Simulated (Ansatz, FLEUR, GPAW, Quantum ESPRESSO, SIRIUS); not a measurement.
## Equation of state of W under LDA

```cif
data_structure
_symmetry_space_group_name_H-M 'Im-3m'
_symmetry_Int_Tables_number 229
_cell_length_a 3.1647
_cell_length_b 3.1647
_cell_length_c 3.1647
_cell_angle_alpha 90.000
_cell_angle_beta 90.000
_cell_angle_gamma 90.000
_cell_volume 31.70
loop_
_atom_site_label
_atom_site_type_symbol
_atom_site_symmetry_multiplicity
_atom_site_Wyckoff_symbol
_atom_site_fract_x
_atom_site_fract_y
_atom_site_fract_z
_atom_site_occupancy
W1 W 2 a 0.00000 0.00000 0.00000 1
```

The cell was scaled at fixed shape and fractions and run with SIRIUS, all-electron FP-LAPW, apw+lo standard; LDA, k mesh 12 × 12 × 12 on the cell of 1 atom, fermi-dirac occupations of 0.05 eV, no spin polarisation, no spin-orbit coupling. Energies are those that the program minimises, any entropy of the smearing included. For a metal such a mesh isn't converged to the digits shown.

```tsv
V (Å³/atom)	energy over the lowest row (meV/atom)
14.8967	15.93
15.2137	1.20
15.5306	0.00
15.8476	11.84
16.1646	35.21
16.4815	?
16.7985	111.76
```

Question: Fit the third-order Birch-Murnaghan form, give V0, B0 and B′, and predict the energy left open.

Answer: With y = (V0/V)^(2/3), E = E0 + (9 V0 B0/16) [(y - 1)³ B′ + (y - 1)² (6 - 4y)]. Least squares through the rows shown give V0 = 15.3928 Å³/atom, E0 = -1.11 meV, B0 = 324.8 GPa (1 eV/Å³ = 160.218 GPa) and B′ = 3.86, with a largest miss of 0.16 meV, so B0 and B′ are loose. At V = 16.4815 the form with these constants gives 68.74 meV; the run gave 68.92 meV an atom. Other set-ups at this level, from all their volumes (Å³/atom, GPa): FLEUR, all-electron, FLAPW: V0 15.389, B0 326.2; GPAW, the program's PAW data sets (release 1.2.1) made for this functional: V0 15.350, B0 327.5; Ansatz, all-electron LAPW, scalar-relativistic: V0 15.396, B0 325.7; Quantum ESPRESSO, GBRV 1.5 LDA: V0 15.438, B0 329.9. Measured volume: 15.8 Å³/atom (arxiv:2311.02034), so the fit lies -2.6 % from it. The runs are for a static lattice.
